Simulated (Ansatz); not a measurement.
# Cr: pressure against volume

One table from this session's results is given with a row withheld; the runs are named, their logs left out.

Program: Ansatz 0.2.0. Level of theory: DFT PBE, scalar-relativistic. These are calculated values, not measurements.

**The system as given**

The structure is cubic, space group Im-3m (No. 229). Conventional cell: a = 2.884 Å, b = 2.884 Å, c = 2.884 Å, α = 90.00°, β = 90.00°, γ = 90.00°. Around Cr (site symmetry m-3m) lie 8 Cr at 2.50 Å.

Structure file:

```
Cr
1.0
    -1.44195    1.44195    1.44195
     1.44195   -1.44195    1.44195
     1.44195    1.44195   -1.44195
Cr
1
Direct
  0.00000 0.00000 0.00000
```

The geometry is a database entry used as it stands. It may stem from high pressure or temperature, or be incomplete, so it serves as a test cell.

The first run:

input.yaml reads:

```yaml
crystal:
  lattice:
    - [-1.4127645908, 1.4127645908, 1.4127645908]
    - [1.4127645908, -1.4127645908, 1.4127645908]
    - [1.4127645908, 1.4127645908, -1.4127645908]
  atoms:
    - { symbol: Cr, position: [0.0, 0.0, 0.0], spin: 3.0 }
magnetization:
  spin_polarized: true
kpoints:
  mp_grid: { grid: [16, 16, 16] }
scf:
  occupations: { method: fermi_dirac, width: 0.03 }
hamiltonian:
  xc: pbe
  pseudopotentials: { kind: all_electron, lapw: { basis_error: 0.0005 } }
output:
  forces: true
  stress: true
  eigenvalues: true
```

On the command line:

```console
ansatz run input.yaml --threads 1 --pin off --max-ram 3072MiB --backend cpu --events-out ev --progress --plain --runs-dir out
```

Among the steps run: Volume × 0.9405, LAPW; Volume × 0.9405, PAW; Volume × 0.9405, crystal datasets; Volume × 0.97, LAPW; Volume × 0.97, PAW; Volume × 1.03, LAPW; Volume × 1.03, PAW; Volume × 1.06, LAPW; Volume × 1.06, PAW; Volume × 1.06, crystal datasets.

One of the session's tables, all rows but one given; the rest of the session is left out.

| method | volume (Å³/atom) | pressure (GPa) |
| --- | --- | --- |
| LAPW | 11.279 | 6.44 |
| LAPW | 11.633 | -1.88 |
| LAPW | 11.993 | -9.06 |
| LAPW | 12.352 | -15.15 |
| LAPW | 12.712 | -20.29 |
| PAW | 11.279 | ? |
| PAW | 11.633 | -1.75 |
| PAW | 11.993 | -8.94 |
| PAW | 12.352 | -15.04 |
| PAW | 12.712 | -20.19 |
| crystal datasets | 11.279 | 6.44 |
| crystal datasets | 11.993 | -9.06 |
| crystal datasets | 12.712 | -20.29 |

Q: Estimate the row for PAW, 11.279 from the others.

As computed: pressure (GPa): 6.56. In the column «pressure (GPa)» it is the highest.

Limits of these values: Warnings in the runs' records: seeded moment not kept, crystal datasets made, band levels unverified.
